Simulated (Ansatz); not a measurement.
# Cadmium, hcp under revPBE: structure, energy and stiffness

What does revPBE give for cadmium in the hcp structure? We relax it, solve it on a dense k-mesh, switch on spin-orbit coupling, then scale the cell to 7 volumes from 88 to 112 % of the relaxed one and try a fit of the equation of state. The k-meshes are 12×12×6 for the relaxation; 19×19×9 for the dense run; 12×12×5 for spin-orbit coupling; 19×19×9 for the volumes. It starts from a deposited cell (COD).

Computed with Ansatz 0.2.0 (DFT revPBE, plane waves (420 eV) with PAW, scalar-relativistic; the PAW data stem from PBE, with regenerated cores, unless a step says otherwise).

### Step 1. The starting structure

The structure is hexagonal, space group P6_3/mmc (No. 194). Conventional cell: a = 2.979 Å, b = 2.979 Å, c = 5.618 Å, α = 90.00°, β = 90.00°, γ = 120.00°. Cd (site symmetry -6m2) has 12 Cd at 2.98 to 3.29 Å as nearest neighbours.

Coordinates:

```cif
data_structure
_symmetry_space_group_name_H-M 'P 1'
_symmetry_Int_Tables_number 1
_cell_length_a 2.9789
_cell_length_b 2.9789
_cell_length_c 5.6177
_cell_angle_alpha 90.000
_cell_angle_beta 90.000
_cell_angle_gamma 120.000
_cell_volume 43.17
loop_
_atom_site_label
_atom_site_type_symbol
_atom_site_fract_x
_atom_site_fract_y
_atom_site_fract_z
_atom_site_occupancy
Cd1 Cd 0.33333 0.66667 0.25000 1
Cd2 Cd 0.66667 0.33333 0.75000 1
```

### Step 2. Geometry optimisation

input.yaml reads:

```yaml
crystal:
  lattice:
    - [2.9788725081, 0.0, 0.0]
    - [-1.489436254, 2.5797792666, 0.0]
    - [0.0, 0.0, 5.61765]
  atoms:
    - { symbol: Cd, position: [0.3333333333, 0.6666666667, 0.25] }
    - { symbol: Cd, position: [0.6666666667, 0.3333333333, 0.75] }
hamiltonian:
  xc: revpbe
  pseudopotentials:
    kind: paw
    azcp:
      Cd: "pseudopotentials/Cd.paw.azcp"
basis:
  ecutwfc: 420
  fft_grid_basis: typed
kpoints:
  mp_grid: { grid: [12, 12, 6], shift: [0, 0, 0] }
magnetization:
  spin_polarized: false
scf:
  occupations: { method: fermi_dirac, width: 0.1 }
relax:
  max_steps: 60
  f_tol: 0.01
  cell: {}
```

The program printed, shortened:

```text
[...]
Pseudopotentials: kind: paw
Pseudopotential: Cd, paw, valence charge 20, recommended cutoff 420 eV (normal), <dir>
Functional definition: revPBE
[...]
Crystal: 2 atoms, lattice volume = 43.171 Å³
Basis set: ecut = 420 eV, 835 PW (Γ), exchange–correlation on 40×40×80 points (8 copies of the dense FFT grid, shifted against one another)
Bands: 24, of which v1, the nominal top of the filled ones, is band 20 counted from 1 (19 counted from 0)
Symmetry: 24 space group operations
Space group: P63/mmc (ITA 194), of the structure as read, at distance tolerance 3.5e-5 Å
k-points: 76 of 864
[...]
SCF iter   1: F=—  HF=-16520.575926 eV  |F-HF|=—  |Δ(HF+E_count)|=         —  Δρ=3.08e-3  dr2=2.93e-3  ethr=1.77e-3  ⟨swp⟩=5.5  Hψ=6953  notcnv=0
[...]
relax step   1: F+E_penalty+E_count = -16520.57569651 eV  Δ(F+E_penalty+E_count) = +0.000e0 eV  max|allowed force component| = 1.388e-16 eV/Å  Δτ_max = 0.0000 Å  P = +4.967 GPa  Ω = 43.171 Å³  (6 SCF iters, dr2 threshold 1.00e-7 eV, accepted)
[...]
relax step   5: F+E_penalty+E_count = -16520.64680175 eV  Δ(F+E_penalty+E_count) = -1.358e-4 eV  max|allowed force component| = 1.018e-16 eV/Å  Δτ_max = 0.0000 Å  P = -0.003 GPa  Ω = 48.236 Å³  energy of the carried Pulay correction = -1.935e-3 eV  (4 SCF iters, dr2 threshold 6.37e-8 eV, accepted)
[...]
relax step   6: F+E_penalty+E_count = -16520.64843243 eV  Δ(F+E_penalty+E_count) = -1.631e-3 eV  max|allowed force component| = 7.864e-17 eV/Å  Δτ_max = 0.0000 Å  P = -0.014 GPa  Ω = 48.236 Å³  stress off target by 1.61e-2 GPa  SCF on the basis re-selected at this cell (its energy is not [...]
SCF converged after 5 iterations
Free energy (F): -16520.648432 eV
[...]
E sigma→0 (E₀):  -16520.640525 eV
Entropy (-TS):   -0.015814 eV (-7.907 meV/atom)
Fermi energy:    12.839681 eV
[...]
--- Forces (eV/Å), atoms counted from 1 ---
  atom   1  Cd    -0.00000000     0.00000000    -0.00000000
  atom   2  Cd     0.00000000    -0.00000000     0.00000000
[...]
--- Stress (GPa, compression-positive) ---
       -0.016084       0.000000      -0.000000
        0.000000      -0.016084       0.000000
       -0.000000       0.000000      -0.009342
  P = ⅓ Tr σ = -0.0138 GPa (-0.138 kbar)
--- Relaxed structure (5 steps of the walk, 5 accepted, 1 SCFs on fresh bases) ---
  F+E_penalty+E_count = -16520.64843243 eV   max|allowed force component| = 7.864e-17 eV/Å   (the final SCF, on the basis selected at the relaxed cell)
  cell:  # Å, volume = 48.2363 Å³
    - [3.041305710294212, -2.947260818696819e-11, -4.579176528347706e-33]
    - [-1.5206528551215819, 2.6338480058042, 3.98916677925517e-33]
    - [-8.224336062806537e-33, 3.700951228262942e-33, 6.021762108091978]
  atoms:
    - { symbol: Cd, position: [0.33333333333333326, 0.6666666666666664, 0.24999999999999997] }
    - { symbol: Cd, position: [0.6666666666666665, 0.33333333333333326, 0.75] }
```

Run time: 26 s. Hardware: 2 threads of an x86-64 CPU, shared host; peak memory 0.57 GiB.

Relaxation path:

```csv
step,energy change (meV/atom),largest force (eV/Å),pressure (GPa),volume (Å³/atom)
1,0.00,0.0000,4.97,21.585
2,-33.80,0.0000,0.04,23.952
3,-34.91,0.0000,-0.05,24.059
4,-35.48,0.0000,0.01,24.138
5,-35.55,0.0000,0.00,24.118
6,-36.37,0.0000,-0.01,24.118
```

Steps that repeat a cell are solved on a basis chosen anew, so their changes of energy are no gain of the relaxation.

Changes in the cell that was computed:

|  | before | after | change |
| --- | --- | --- | --- |
| a (Å) | 2.979 | 3.041 | +2.1 % |
| b (Å) | 2.979 | 3.041 | +2.1 % |
| c (Å) | 5.618 | 6.022 | +7.2 % |
| volume (Å³/atom) | 21.585 | 24.118 | +11.7 % |
| shortest distance (Å) | 2.979 | 3.041 | +2.1 % |
| space group (spins left aside) | P6_3/mmc | P6_3/mmc | same |

### Step 3. Single point on a dense mesh

input.yaml reads:

```yaml
crystal:
  lattice:
    - [3.0413057103, 0.0, 0.0]
    - [-1.5206528551, 2.6338480058, 0.0]
    - [0.0, 0.0, 6.0217621081]
  atoms:
    - { symbol: Cd, position: [0.3333333333, 0.6666666667, 0.25] }
    - { symbol: Cd, position: [0.6666666667, 0.3333333333, 0.75] }
hamiltonian:
  xc: revpbe
  pseudopotentials:
    kind: paw
    azcp:
      Cd: "pseudopotentials/Cd.paw.azcp"
basis:
  ecutwfc: 420
  fft_grid_basis: typed
kpoints:
  mp_grid: { grid: [19, 19, 9], shift: [0, 0, 0] }
magnetization:
  spin_polarized: false
scf:
  occupations: { method: fermi_dirac, width: 0.1 }
```

The program printed, shortened:

```text
[...]
[... 3 set-up lines as earlier in the session ...]
[...]
Crystal: 2 atoms, lattice volume = 48.236 Å³
Basis set: ecut = 420 eV, 945 PW (Γ)
Bands: 24, of which v1, the nominal top of the filled ones, is band 20 counted from 1 (19 counted from 0)
[... 1 set-up line as earlier in the session ...]
Space group: P63/mmc (ITA 194), of the structure as read, at distance tolerance 3.6e-5 Å
k-points: 200 of 3249
[...]
SCF iter   1: F=—  HF=-16520.635938 eV  |F-HF|=—  |Δ(HF+E_count)|=         —  Δρ=3.11e-3  dr2=3.21e-3  ethr=1.77e-3  ⟨swp⟩=5.6  Hψ=18332  notcnv=0
[...]
SCF iter   6: F=-16520.635772 eV  HF=-16520.635772 eV  |F-HF|=4.75e-9  |Δ(HF+E_count)|=   5.43e-8  Δρ=4.28e-6  dr2=9.38e-9  ethr=2.50e-10  ⟨swp⟩=2.0  Hψ=9619  notcnv=0
[...]
SCF converged after 6 iterations
Free energy (F): -16520.635772 eV
[...]
E sigma→0 (E₀):  -16520.625066 eV
Entropy (-TS):   -0.021411 eV (-10.705 meV/atom)
Fermi energy:    12.820841 eV
[...]
```

It took 9 s on 2 threads of an x86-64 CPU, shared host; peak memory 0.62 GiB.

### Step 4. With spin-orbit coupling

Changes to input.yaml since step 3:

```diff
@@ -11,3 +11,3 @@
   pseudopotentials:
-    kind: paw
+    kind: paw_fr
     azcp:
@@ -18,5 +18,6 @@
 kpoints:
-  mp_grid: { grid: [19, 19, 9], shift: [0, 0, 0] }
+  mp_grid: { grid: [12, 12, 5], shift: [0, 0, 0] }
 magnetization:
-  spin_polarized: false
+  noncollinear: true
+  spin_orbit: true
 scf:
```

The program printed, shortened:

```text
[...]
Pseudopotentials: kind: paw_fr
Pseudopotential: Cd, paw_fr, valence charge 20, recommended cutoff 420 eV (normal), <dir>
[... 1 set-up line as earlier in the session ...]
[...]
non-collinear run that drives no moment, with spin-orbit: no starting moment large enough to seed its density (crystal.atoms[].spin), no starting occupations that ask for one, no magnetisation constraint and no magnetic field, so the semilocal B_xc is pinned to zero
Crystal: 2 atoms, lattice volume = 48.236 Å³
Basis set: ecut = 420 eV, 945 PW (Γ)
Bands: 48, of which v1, the nominal top of the filled ones, is band 40 counted from 1 (39 counted from 0)
Symmetry: 24 space group operations + 24 with time reversal
Magnetic group: BNS 194.264 (UNI 1494), of the structure as read, at distance tolerance 3.6e-5 Å
k-points: 57 of 720
Projection manifold: j_resolved (fully-relativistic pseudo-atomic orbitals)
[...]
spin=Noncollinear: Kerker preconditioning applied to the charge; magnetization (m_x, m_y, m_z) channels mix plain (no charge-response kernel on spin).
[...]
SCF iter   8: F=-16526.012359 eV  HF=-16526.012359 eV  |F-HF|=2.92e-9  |Δ(HF+E_count)|=   1.00e-7  Δρ=5.04e-6  dr2=1.59e-8  dr2_m=0.00e0 (ungated)  ethr=2.50e-10  |M|=0.00e0 ∫|m|=0.00e0 μB  |m|>n=0.0e0 m-floor=0.0e0 τ_xc=0.0e0  ⟨swp⟩=2.0  Hψ=2742  notcnv=0
[...]
SCF converged after 8 iterations
Magnetization: |M| = 0.0000 μB,  M = (+0.0000, +0.0000, +0.0000) μB
Absolute magnetization: 0.0000 μB (∫|m|)
  site 0: m = (+0.0000, +0.0000, +0.0000) μB, |m| = 0.0000 μB  (R = 1.25 Å)
  site 1: m = (+0.0000, +0.0000, +0.0000) μB, |m| = 0.0000 μB  (R = 1.25 Å)
Free energy (F): -16526.012359 eV
[...]
E sigma→0 (E₀):  -16526.004522 eV
Entropy (-TS):   -0.015674 eV (-7.837 meV/atom)
Fermi energy:    12.838744 eV
[...]
```

It took 18 s on 2 threads of an x86-64 CPU, shared host; peak memory 0.62 GiB.

With and without spin-orbit coupling:

```csv
,scalar-relativistic,with spin-orbit coupling
k-mesh,19×19×9,12×12×5
gap on the mesh,none (levels filled in part),none (levels filled in part)
```

The meshes differ, so small differences between the columns need not come from spin-orbit coupling.

### Step 5. The cell scaled to 88 % of its volume

input.yaml reads:

```yaml
crystal:
  lattice:
    - [2.9144345143, 0.0, 0.0]
    - [-1.4572172571, 2.5239743271, 0.0]
    - [0.0, 0.0, 5.7705581078]
  atoms:
    - { symbol: Cd, position: [0.3333333333, 0.6666666667, 0.25] }
    - { symbol: Cd, position: [0.6666666667, 0.3333333333, 0.75] }
hamiltonian:
  xc: revpbe
  pseudopotentials:
    kind: paw
    azcp:
      Cd: "pseudopotentials/Cd.paw.azcp"
basis:
  ecutwfc: 420
  fft_grid_basis: typed
kpoints:
  mp_grid: { grid: [19, 19, 9], shift: [0, 0, 0] }
magnetization:
  spin_polarized: false
scf:
  occupations: { method: fermi_dirac, width: 0.1 }
output:
  stress: true
```

The program printed, shortened:

```text
[...]
[... 3 set-up lines as earlier in the session ...]
[...]
Crystal: 2 atoms, lattice volume = 42.448 Å³
Basis set: ecut = 420 eV, 835 PW (Γ)
Bands: 24, of which v1, the nominal top of the filled ones, is band 20 counted from 1 (19 counted from 0)
[... 2 set-up lines as earlier in the session ...]
k-points: 200 of 3249
[...]
SCF iter   1: F=—  HF=-16520.523350 eV  |F-HF|=—  |Δ(HF+E_count)|=         —  Δρ=3.38e-3  dr2=3.65e-3  ethr=1.77e-3  ⟨swp⟩=5.7  Hψ=18385  notcnv=0
[...]
SCF iter   6: F=-16520.522843 eV  HF=-16520.522843 eV  |F-HF|=1.44e-9  |Δ(HF+E_count)|=   4.23e-8  Δρ=3.93e-6  dr2=3.44e-9  ethr=2.39e-10  ⟨swp⟩=2.0  Hψ=16177  notcnv=0
[...]
SCF converged after 6 iterations
Free energy (F): -16520.522843 eV
[...]
E sigma→0 (E₀):  -16520.513666 eV
Entropy (-TS):   -0.018353 eV (-9.177 meV/atom)
Fermi energy:    15.114544 eV
[...]
--- Stress (GPa, compression-positive) ---
        8.714069       0.000000       0.000000
        0.000000       8.714069       0.000000
        0.000000       0.000000       4.016210
  P = ⅓ Tr σ = 7.1481 GPa (71.481 kbar)
```

Run time: 11 s. Hardware: 2 threads of an x86-64 CPU, shared host; peak memory 0.62 GiB.

### Step 6. The cell scaled to 92 % of its volume

Changes to input.yaml since step 5:

```diff
@@ -2,5 +2,5 @@
   lattice:
-    - [2.9144345143, 0.0, 0.0]
-    - [-1.4572172571, 2.5239743271, 0.0]
-    - [0.0, 0.0, 5.7705581078]
+    - [2.9579399509, 0.0, 0.0]
+    - [-1.4789699754, 2.5616511404, 0.0]
+    - [0.0, 0.0, 5.8566985405]
   atoms:
```

The program printed, shortened:

```text
[...]
[... 3 set-up lines as earlier in the session ...]
[...]
Crystal: 2 atoms, lattice volume = 44.377 Å³
Basis set: ecut = 420 eV, 835 PW (Γ)
Bands: 24, of which v1, the nominal top of the filled ones, is band 20 counted from 1 (19 counted from 0)
[... 2 set-up lines as earlier in the session ...]
k-points: 200 of 3249
[...]
SCF iter   1: F=—  HF=-16520.590175 eV  |F-HF|=—  |Δ(HF+E_count)|=         —  Δρ=3.26e-3  dr2=3.45e-3  ethr=1.77e-3  ⟨swp⟩=5.7  Hψ=18388  notcnv=0
[...]
SCF iter   6: F=-16520.589784 eV  HF=-16520.589784 eV  |F-HF|=2.60e-9  |Δ(HF+E_count)|=   4.30e-8  Δρ=3.50e-6  dr2=3.58e-9  ethr=2.50e-10  ⟨swp⟩=3.9  Hψ=14005  notcnv=0
[...]
SCF converged after 6 iterations
Free energy (F): -16520.589784 eV
[...]
E sigma→0 (E₀):  -16520.580315 eV
Entropy (-TS):   -0.018937 eV (-9.469 meV/atom)
Fermi energy:    14.283951 eV
[...]
--- Stress (GPa, compression-positive) ---
        5.083865      -0.000000       0.000000
        0.000000       5.083865       0.000000
        0.000000       0.000000       2.155572
  P = ⅓ Tr σ = 4.1078 GPa (41.078 kbar)
```

Run time: 9.4 s. Hardware: 2 threads of an x86-64 CPU, shared host; peak memory 0.62 GiB.

### Step 7. The cell scaled to 96 % of its volume

Changes to input.yaml since step 6:

```diff
@@ -2,5 +2,5 @@
   lattice:
-    - [2.9579399509, 0.0, 0.0]
-    - [-1.4789699754, 2.5616511404, 0.0]
-    - [0.0, 0.0, 5.8566985405]
+    - [3.0002019458, 0.0, 0.0]
+    - [-1.5001009729, 2.5982511015, 0.0]
+    - [0.0, 0.0, 5.9403769679]
   atoms:
```

The program printed, shortened:

```text
[...]
[... 3 set-up lines as earlier in the session ...]
[...]
Crystal: 2 atoms, lattice volume = 46.307 Å³
Basis set: ecut = 420 eV, 859 PW (Γ)
Bands: 24, of which v1, the nominal top of the filled ones, is band 20 counted from 1 (19 counted from 0)
[... 2 set-up lines as earlier in the session ...]
k-points: 200 of 3249
[...]
SCF iter   1: F=—  HF=-16520.625065 eV  |F-HF|=—  |Δ(HF+E_count)|=         —  Δρ=3.18e-3  dr2=3.30e-3  ethr=1.77e-3  ⟨swp⟩=5.7  Hψ=18381  notcnv=0
[...]
SCF iter   6: F=-16520.624772 eV  HF=-16520.624772 eV  |F-HF|=3.77e-9  |Δ(HF+E_count)|=   4.68e-8  Δρ=3.73e-6  dr2=5.63e-9  ethr=2.50e-10  ⟨swp⟩=3.9  Hψ=14033  notcnv=0
[...]
SCF converged after 6 iterations
Free energy (F): -16520.624772 eV
[...]
E sigma→0 (E₀):  -16520.614790 eV
Entropy (-TS):   -0.019965 eV (-9.982 meV/atom)
Fermi energy:    13.522947 eV
[...]
--- Stress (GPa, compression-positive) ---
        2.344759       0.000000       0.000000
        0.000000       2.344759       0.000000
        0.000000       0.000000       0.745920
  P = ⅓ Tr σ = 1.8118 GPa (18.118 kbar)
```

Run time: 9 s. Hardware: 2 threads of an x86-64 CPU, shared host; peak memory 0.62 GiB.

### Step 8. The cell scaled to 100 % of its volume

Changes to input.yaml since step 7:

```diff
@@ -2,5 +2,5 @@
   lattice:
-    - [3.0002019458, 0.0, 0.0]
-    - [-1.5001009729, 2.5982511015, 0.0]
-    - [0.0, 0.0, 5.9403769679]
+    - [3.0413057103, 0.0, 0.0]
+    - [-1.5206528551, 2.6338480058, 0.0]
+    - [0.0, 0.0, 6.0217621081]
   atoms:
```

The program printed, shortened:

```text
[...]
[... 3 set-up lines as earlier in the session ...]
[...]
Crystal: 2 atoms, lattice volume = 48.236 Å³
Basis set: ecut = 420 eV, 945 PW (Γ)
Bands: 24, of which v1, the nominal top of the filled ones, is band 20 counted from 1 (19 counted from 0)
[... 2 set-up lines as earlier in the session ...]
k-points: 200 of 3249
[...]
SCF iter   1: F=—  HF=-16520.635938 eV  |F-HF|=—  |Δ(HF+E_count)|=         —  Δρ=3.11e-3  dr2=3.21e-3  ethr=1.77e-3  ⟨swp⟩=5.6  Hψ=18332  notcnv=0
[...]
SCF iter   6: F=-16520.635772 eV  HF=-16520.635772 eV  |F-HF|=4.78e-9  |Δ(HF+E_count)|=   5.43e-8  Δρ=4.26e-6  dr2=9.16e-9  ethr=2.50e-10  ⟨swp⟩=3.9  Hψ=14025  notcnv=0
[...]
SCF converged after 6 iterations
Free energy (F): -16520.635772 eV
[...]
E sigma→0 (E₀):  -16520.625066 eV
Entropy (-TS):   -0.021411 eV (-10.705 meV/atom)
Fermi energy:    12.820841 eV
[...]
--- Stress (GPa, compression-positive) ---
        0.311455      -0.000000       0.000000
       -0.000000       0.311455       0.000000
        0.000000       0.000000      -0.325305
  P = ⅓ Tr σ = 0.0992 GPa (0.992 kbar)
```

Run time: 9.4 s. Hardware: 2 threads of an x86-64 CPU, shared host; peak memory 0.63 GiB.

### Step 9. The cell scaled to 104 % of its volume

Changes to input.yaml since step 8:

```diff
@@ -2,5 +2,5 @@
   lattice:
-    - [3.0413057103, 0.0, 0.0]
-    - [-1.5206528551, 2.6338480058, 0.0]
-    - [0.0, 0.0, 6.0217621081]
+    - [3.0813274803, 0.0, 0.0]
+    - [-1.5406637401, 2.6685078753, 0.0]
+    - [0.0, 0.0, 6.1010049074]
   atoms:
```

The program printed, shortened:

```text
[...]
[... 3 set-up lines as earlier in the session ...]
[...]
Crystal: 2 atoms, lattice volume = 50.166 Å³
Basis set: ecut = 420 eV, 981 PW (Γ)
Bands: 24, of which v1, the nominal top of the filled ones, is band 20 counted from 1 (19 counted from 0)
[... 1 set-up line as earlier in the session ...]
Space group: P63/mmc (ITA 194), of the structure as read, at distance tolerance 3.7e-5 Å
k-points: 200 of 3249
[...]
SCF iter   1: F=—  HF=-16520.629071 eV  |F-HF|=—  |Δ(HF+E_count)|=         —  Δρ=3.07e-3  dr2=3.22e-3  ethr=1.77e-3  ⟨swp⟩=5.7  Hψ=18341  notcnv=0
[...]
SCF iter   6: F=-16520.628999 eV  HF=-16520.628999 eV  |F-HF|=5.71e-9  |Δ(HF+E_count)|=   6.77e-8  Δρ=4.78e-6  dr2=1.32e-8  ethr=2.50e-10  ⟨swp⟩=3.9  Hψ=14098  notcnv=0
[...]
SCF converged after 6 iterations
Free energy (F): -16520.628999 eV
[...]
E sigma→0 (E₀):  -16520.617484 eV
Entropy (-TS):   -0.023031 eV (-11.515 meV/atom)
Fermi energy:    12.169945 eV
[...]
--- Stress (GPa, compression-positive) ---
       -1.167752      -0.000000       0.000000
       -0.000000      -1.167752       0.000000
        0.000000       0.000000      -1.139597
  P = ⅓ Tr σ = -1.1584 GPa (-11.584 kbar)
```

Wall time 9.3 s (2 threads of an x86-64 CPU, shared host); peak memory 0.65 GiB.

### Step 10. The cell scaled to 108 % of its volume

Changes to input.yaml since step 9:

```diff
@@ -2,5 +2,5 @@
   lattice:
-    - [3.0813274803, 0.0, 0.0]
-    - [-1.5406637401, 2.6685078753, 0.0]
-    - [0.0, 0.0, 6.1010049074]
+    - [3.1203357667, 0.0, 0.0]
+    - [-1.5601678833, 2.7022900423, 0.0]
+    - [0.0, 0.0, 6.1782410169]
   atoms:
```

The program printed, shortened:

```text
[...]
[... 3 set-up lines as earlier in the session ...]
[...]
Crystal: 2 atoms, lattice volume = 52.095 Å³
Basis set: ecut = 420 eV, 1017 PW (Γ)
Bands: 24, of which v1, the nominal top of the filled ones, is band 20 counted from 1 (19 counted from 0)
[... 2 set-up lines as earlier in the session ...]
k-points: 200 of 3249
[...]
SCF iter   1: F=—  HF=-16520.609282 eV  |F-HF|=—  |Δ(HF+E_count)|=         —  Δρ=3.04e-3  dr2=3.27e-3  ethr=1.77e-3  ⟨swp⟩=5.7  Hψ=18303  notcnv=0
[...]
SCF iter   6: F=-16520.609285 eV  HF=-16520.609285 eV  |F-HF|=7.17e-9  |Δ(HF+E_count)|=   8.13e-8  Δρ=5.30e-6  dr2=1.73e-8  ethr=2.50e-10  ⟨swp⟩=3.9  Hψ=14591  notcnv=0
[...]
SCF converged after 6 iterations
Free energy (F): -16520.609285 eV
[...]
E sigma→0 (E₀):  -16520.596991 eV
Entropy (-TS):   -0.024587 eV (-12.294 meV/atom)
Fermi energy:    11.565274 eV
[...]
--- Stress (GPa, compression-positive) ---
       -2.221695      -0.000000       0.000000
       -0.000000      -2.221695       0.000000
        0.000000       0.000000      -1.754260
  P = ⅓ Tr σ = -2.0659 GPa (-20.659 kbar)
```

It took 8.3 s on 2 threads of an x86-64 CPU, shared host; peak memory 0.66 GiB.

### Step 11. The cell scaled to 112 % of its volume

Changes to input.yaml since step 10:

```diff
@@ -2,5 +2,5 @@
   lattice:
-    - [3.1203357667, 0.0, 0.0]
-    - [-1.5601678833, 2.7022900423, 0.0]
-    - [0.0, 0.0, 6.1782410169]
+    - [3.1583923925, 0.0, 0.0]
+    - [-1.5791961962, 2.7352480471, 0.0]
+    - [0.0, 0.0, 6.2535928458]
   atoms:
```

The program printed, shortened:

```text
[...]
[... 3 set-up lines as earlier in the session ...]
[...]
Crystal: 2 atoms, lattice volume = 54.025 Å³
Basis set: ecut = 420 eV, 1053 PW (Γ)
Bands: 24, of which v1, the nominal top of the filled ones, is band 20 counted from 1 (19 counted from 0)
[... 1 set-up line as earlier in the session ...]
Space group: P63/mmc (ITA 194), of the structure as read, at distance tolerance 3.8e-5 Å
k-points: 200 of 3249
[...]
SCF iter   1: F=—  HF=-16520.580273 eV  |F-HF|=—  |Δ(HF+E_count)|=         —  Δρ=3.01e-3  dr2=3.33e-3  ethr=1.77e-3  ⟨swp⟩=5.7  Hψ=18282  notcnv=0
[...]
SCF iter   6: F=-16520.580334 eV  HF=-16520.580334 eV  |F-HF|=8.55e-9  |Δ(HF+E_count)|=   1.14e-7  Δρ=5.68e-6  dr2=2.16e-8  ethr=2.50e-10  ⟨swp⟩=4.0  Hψ=14301  notcnv=0
[...]
SCF converged after 6 iterations
Free energy (F): -16520.580334 eV
[...]
E sigma→0 (E₀):  -16520.567330 eV
Entropy (-TS):   -0.026009 eV (-13.004 meV/atom)
Fermi energy:    11.003028 eV
[...]
--- Stress (GPa, compression-positive) ---
       -2.951246      -0.000000      -0.000000
       -0.000000      -2.951246       0.000000
       -0.000000       0.000000      -2.210157
  P = ⅓ Tr σ = -2.7042 GPa (-27.042 kbar)
```

Run time: 7.5 s. Hardware: 2 threads of an x86-64 CPU, shared host; peak memory 0.66 GiB.

### Step 12. Energy and pressure against volume

All volumes keep the relaxed shape and fractional coordinates.

```csv
V (Å³/atom),E − E₀ (meV/atom),P from the stress (GPa),P from the fit (GPa)
21.224,55.7,7.15,7.18
22.189,22.3,4.11,4.06
23.153,5.1,1.81,1.75
24.118,0.0,0.10,0.04
25.083,3.8,-1.16,-1.22
26.048,14.0,-2.07,-2.13
27.012,28.8,-2.70,-2.78
```

Fit (Birch-Murnaghan, third order): V₀ = 24.144 Å³/atom, B₀ = 36 GPa, B₀′ = 6.7, largest residual 0.05 meV/atom.

### Step 13. What came out

| quantity | value |
| --- | --- |
| space group (spins left aside) | P6_3/mmc (No. 194) |
| conventional cell | a = 3.041 Å, c = 6.022 Å (c/a = 1.980) |
| volume | 24.118 Å³/atom |
| shortest distance | 3.041 Å |
| against the deposited volume | +11.7 % (21.585 Å³/atom) |
| gap on the mesh | none (levels filled in part) |
| V₀, B₀, B₀′ | 24.144 Å³/atom, 36 GPa, 6.7 |

**Reading.** The volume comes out 11.7 % larger than measured. Cells that are too large are usual for this functional. Levels at the Fermi energy are filled in part, as in a metal. The total energy of the spin-orbit run lies -2.7 eV/atom from the scalar one, but the two kinds of run don't share a zero of energy: only differences within one kind count. The fitted modulus is 36 GPa; letting shape and positions relax at each volume could only lower it.
